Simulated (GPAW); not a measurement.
# ZrB2 (P6/mmm) in GPAW: further runs, part 2 of 2

GPAW 26.7.0.

## 5. Band structure, PBEsol, spin-orbit coupling, no magnetisation

Input file run.py:

```python
import numpy as np
from ase import Atoms
from ase.dft.bandgap import bandgap
from ase.io import write
from ase.units import GPa
from gpaw import GPAW, PW, setup_paths
from gpaw.spinorbit import soc_eigenstates

setup_paths.insert(0, '.')

atoms = Atoms(['Zr', 'B', 'B'],
              cell=[[3.17, 0.0, 0.0],
                    [-1.585, 2.74530053, 0.0],
                    [0.0, 0.0, 3.533]],
              scaled_positions=[[0.0, 0.0, 0.0],
                                [0.6666666667, 0.3333333333, 0.5],
                                [0.3333333333, 0.6666666667, 0.5]],
              pbc=True)

calc = GPAW(mode=PW(800),
            xc='PBEsol',
            kpts={'size': (10, 10, 8), 'gamma': True},
            occupations={'name': 'fermi-dirac', 'width': 0.05},
            nbands=20,
            convergence={'density': 1e-05, 'energy': 1e-05},
            maxiter=150,
            txt='gpaw.txt')
atoms.calc = calc
energy = atoms.get_potential_energy()
forces = atoms.get_forces()
stress = atoms.get_stress()
calc.write('gs.gpw')
write('result.traj', atoms)
print(f'Energy: {energy:.6f} eV')
print('Forces (eV/A):')
print(forces.round(4))
print('Stress (GPa):', (stress / GPa).round(3))
print('Fermi level:', round(calc.get_fermi_level(), 4), 'eV')
print(f'Gap: {bandgap(calc)[0]:.4f} eV, direct: {bandgap(calc, direct=True)[0]:.4f} eV')

path = atoms.cell.bandpath('GMKGALHA,LM,KH', npoints=60, eps=1e-4)
bs_calc = calc.fixed_density(kpts=path, symmetry='off', nbands=31,
                             convergence={'bands': 'CBM+6.0', 'eigenstates': 1e-6}, txt='bands.txt')
bs = bs_calc.band_structure()
bs.write('bs.json')
print(f'Gap on the path: {bandgap(bs_calc)[0]:.4f} eV')

soc = soc_eigenstates(bs_calc, theta=0, phi=0)
np.savetxt('soc_bands.dat', soc.eigenvalues(), fmt='%.4f')
mesh = soc_eigenstates('gs.gpw', theta=0, phi=0)
np.savetxt('soc_mesh.dat', mesh.eigenvalues(), fmt='%.4f')
print('Fermi level with spin-orbit coupling:', round(mesh.fermi_level, 4), 'eV')
```

Potentials or basis: PAW data sets generated in the run's folder for this functional, pw.

Command:

```
> gpaw-setup -f PBEsol B Zr
> OMP_NUM_THREADS=1 python run.py
```

gpaw.txt:

```text
__  _  _
 | _ |_)|_||  |
 |__||  | ||/\| - 26.7.0

Input parameters:
  mode=PW(ecut=800.0),
  convergence={'density': 1e-05, 'energy': 1e-05},
  kpts=MonkhorstPack(size=(10, 10, 8), gamma=True),
  maxiter=150,
  nbands=20,
  occupations=Occupations(name='fermi-dirac', width=0.05),
  xc=XC(name='PBEsol')

Diagonalizing LCAO Hamiltonian
Converting LCAO to pw mode

         B  B

       Zr

Atoms  # Å, Bohr magnetons
|   | symbol |         x |        y |        z |    initial magnetic moments |
|---|--------|-----------|----------|----------|-----------------------------|
| 0 |     Zr |  0.000000 | 0.000000 | 0.000000 | ( 0.0000,  0.0000,  0.0000) |
| 1 |      B |  1.585000 | 0.915100 | 1.766500 | ( 0.0000,  0.0000,  0.0000) |
| 2 |      B | -0.000000 | 1.830200 | 1.766500 | ( 0.0000,  0.0000,  0.0000) |

Unit cell  # Å
| periodic |         x |        y |        z |  lengths |     angles |
|----------|-----------|----------|----------|----------|------------|
|      yes |  3.170000 | 0.000000 | 0.000000 | 3.170000 |  90.000000 |
|      yes | -1.585000 | 2.745301 | 0.000000 | 3.170000 |  90.000000 |
|      yes |  0.000000 | 0.000000 | 3.533000 | 3.533000 | 120.000000 |

Number of symmetries: 24
Symmetry operations  # r_c * U_cc + t_c -> r_c
|    | kind |            matrix            |
|----|------|------------------------------|
|  0 |  σ   |  1, 1, 0,  0,-1, 0,  0, 0, 1 |
|  1 |  C2  |  1, 1, 0,  0,-1, 0,  0, 0,-1 |
|  2 |  C6  |  1, 1, 0, -1, 0, 0,  0, 0, 1 |
|  3 |  S6  |  1, 1, 0, -1, 0, 0,  0, 0,-1 |
|  4 |  E   |  1, 0, 0,  0, 1, 0,  0, 0, 1 |
|  5 |  σ   |  1, 0, 0,  0, 1, 0,  0, 0,-1 |
[... 145 lines left out ...]
- Maximum integral of absolute [dens]ity change: 1e-05 electrons / valence electron
- Maximum [total energy] change in last 3 cyles: 1e-05 eV / valence electron
- Maximum integral of absolute [eigenst]ate change: 4e-08 eV^2 / valence electron
maximum number of iterations: 150

SCF iterations
|iter     | |      energy | eigst |  dens |
|---------|-|-------------|-------|-------|
|iter:   1| |  -26.506556 | +0.26 |       |
|iter:   2| |  -26.228352 | -1.71 | -1.01 |
|iter:   3| |  -25.410295 | -1.15 | -1.06 |
|iter:   4| |  -25.414069 | -2.94 | -1.81 |
|iter:   5| |  -25.417550 | -3.91 | -2.13 |
|iter:   6| |  -25.417622 | -4.90 | -2.93 |
|iter:   7| |  -25.417622c| -6.72 | -3.85 |
|iter:   8| |  -25.417622c| -8.10c| -4.40 |
|iter:   9| |  -25.417622c| -8.11c| -5.14c|

Converged in 9 steps
Energy contributions relative to reference atoms: (reference = -99169.565572)

Energy contributions:
  Kinetic:          16.189032
  Coulomb:         -15.531193
  Zero:              0.386122
  External:          0.000000
  Xc:              -26.460180
  Entropy:          -0.002806
  Spinorbit:         0.000000
  ----------------------------
  Free energy:     -25.419025
  Extrapolated:    -25.417622

dipole moment: (-5.783394, -10.017132, -12.891312)  # |e|*Ang

Fermi level: 11.759
Eigenvalues  # (at kpt = [0.000, 0.000, 0.000])
| band index |      eig [eV] | occ [0-2] |
|------------|---------------|-----------|
|          0 |       -36.659 |     2.000 |
|          1 |       -14.887 |     2.000 |
|          2 |       -14.329 |     2.000 |
|          3 |       -14.329 |     2.000 |
|          4 |        -0.839 |     2.000 |
|          5 |         9.244 |     2.000 |
[... 9 lines left out ...]
|         15 |        17.011 |     0.000 |
|         16 |        19.696 |     0.000 |
|        ... |               |           |
|         19 |        31.348 |     0.000 |

No gap
No difference between direct/indirect transitions

Forces  # eV/Ang
|        x |        y |       z |
|----------|----------|---------|
| -0.00000 |  0.00000 | 0.00000 |  # Zr   0
|  0.00000 |  0.00000 | 0.00000 |  # B    1
|  0.00000 | -0.00000 | 0.00000 |  # B    2

Stress tensor  # eV/Ang^3
|        x |        y |        z |
|----------|----------|----------|
| 0.029648 | 0.000000 | 0.000000 |
| 0.000000 | 0.029648 | 0.000000 |
| 0.000000 | 0.000000 | 0.031273 |

# Writing to gs.gpw (mode='')
```

Wall time 39 s (1 thread of Intel Xeon 6975P-C (Granite Rapids), shared host); peak memory 0.37 GiB.

Results:

```
Free energy             : -25.4190 eV
Pressure                : -4.8 GPa
Band gap along the path : none (metal or under the smearing width)
```

Levels at the corners of the path, in eV from the Fermi level:
```
point  band 14  band 15  band 16  band 17  band 18  band 19  band 20  band 21  band 22  band 23
    Γ    -2.51    -2.50    -2.50    -2.22    -2.22     3.45     3.45     3.52     3.52     4.24
    M    -3.79    -2.93    -2.93    -2.60    -2.60     2.36     2.36     2.39     2.39     5.01
    K    -6.82    -2.36    -2.36    -2.34    -2.34     1.63     1.63     1.68     1.68     3.24
    Γ    -2.51    -2.50    -2.50    -2.22    -2.22     3.45     3.45     3.52     3.52     4.24
    A    -0.84    -0.83    -0.83     0.40     0.40     0.43     0.43     0.82     0.82     0.91
    L    -4.49    -4.03    -4.03    -1.89    -1.89     3.82     3.82     4.19     4.19     5.40
    H    -4.82    -2.62    -2.62    -2.51    -2.51     4.17     4.17     6.12     6.12     6.18
    A    -0.84    -0.83    -0.83     0.40     0.40     0.43     0.43     0.82     0.82     0.91
    L    -4.49    -4.03    -4.03    -1.89    -1.89     3.82     3.82     4.19     4.19     5.40
    M    -3.79    -2.93    -2.93    -2.60    -2.60     2.36     2.36     2.39     2.39     5.01
    K    -6.82    -2.36    -2.36    -2.34    -2.34     1.63     1.63     1.68     1.68     3.24
    H    -4.82    -2.62    -2.62    -2.51    -2.51     4.17     4.17     6.12     6.12     6.18
```

Caveat: spin-orbit coupling was added after a scalar SCF, so levels and gaps hold it while energy, forces, pressure and moments don't; this program's spin-orbit splittings come out too wide for heavy elements.
